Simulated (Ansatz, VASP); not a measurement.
**V in VASP and in Ansatz**

```
V
1.0
     0.00000    4.50616    2.15018
     1.43493    0.00000    2.15018
     1.43493    4.50616    0.00000
V
2
Direct
  0.13558 0.86442 0.13558
  0.86442 0.13558 0.86442
```

Alike in both runs: functional PBE; k mesh 8 × 8 × 8; occupations gaussian, width 0.1 eV; no spin polarisation.

Ansatz relaxed the structure, and its values are those at the end. VASP's run is a single point on that final structure, the one shown.

```csv
,VASP,Ansatz
version,VASP 6.6.1,Ansatz 0.2.0
potentials or method,"VASP PAW PBE potentials, release 64 (V_sv)","scalar-relativistic, plane waves, PAW"
plane-wave cutoff (eV),520,420
valence electrons in the cell,26,26
```

Ansatz gave:

| Item | Value |
| --- | --- |
| gap on the k mesh at the Fermi level (eV) | none |
| pressure (GPa) | 0.0 |
| rms of the force components (eV/Å) | 0.006 |

Problem. What did VASP give for the same quantities?

Solution. gap on the k mesh at the Fermi level (eV): none; pressure (GPa): 0.3; rms of the force components (eV/Å): 0.010.

A gap of «none» marks a metal or a gap that the smearing closes.
